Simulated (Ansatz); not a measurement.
Runs of Ansatz 0.2.0 on HgTe. The structure is cubic, space group Fm-3m (No. 225). Conventional cell: a = 6.360 Å, b = 6.360 Å, c = 6.360 Å, α = 90.00°, β = 90.00°, γ = 90.00°. Hg (site symmetry m-3m) is surrounded by 6 Te at 3.18 Å. Around Te (site symmetry m-3m) lie 6 Hg at 3.18 Å. Measurements of this composition are mostly on another form, of space group No. 216.

| task | level | potentials or basis | spin | cell | k mesh | cutoff (eV) | smearing | points for each segment of the path | other keys | gap on the mesh (eV) | pressure (GPa) |
| --- | --- | --- | --- | --- | --- | --- | --- | --- | --- | --- | --- |
| band structure | PBEsol+D4 | Ansatz PAW | non-collinear, ferromagnetic start, SOC | as given | 7 × 7 × 7 | 420 | tetrahedron | 14 | - | none | -7.5 |
| single point | revPBE+D4 | Ansatz PAW | SOC, no magnetisation | volume scaled by 1.08 | 7 × 7 × 7 | 420 | fermi-dirac 0.05 eV | - | basis.xc_grid = 4; scf.algorithm = direct_min; … | none | (a) |
| atomic charges | PBEsol+D3(BJ) | Ansatz PAW polarizable | off | as given | 7 × 7 × 7 | 420 | methfessel-paxton 0.025 eV | - | - | none | -8.3 |
| density of states | HSE03 | PseudoDojo standard (PBE files) | off | as given | 5 × 5 × 5 | 1120 | fermi-dirac 0.1 eV | - | - | none | -5.0 |

**Question.** Estimate the missing entries.

**Answer.** (a) -7.0.

Caveats: pairwise dispersion overbinds metals, which lowers pressure and volume (some runs); the PAW data sets come from PBE, with cores solved anew for the run's functional, which leaves a small shift of forces and pressure (some runs); the thresholds are loose for stress (some runs); with tetrahedron occupations forces and stress needn't match the slope of the energy (some runs); the starting moments weren't kept (some runs); the potentials were made for another functional, which shifts forces and pressure (some runs).

A k mesh can miss the band edges, and rows without SOC leave out spin-orbit coupling on Hg, Te.

A gap of «none» marks a metal or a gap under the smearing width.
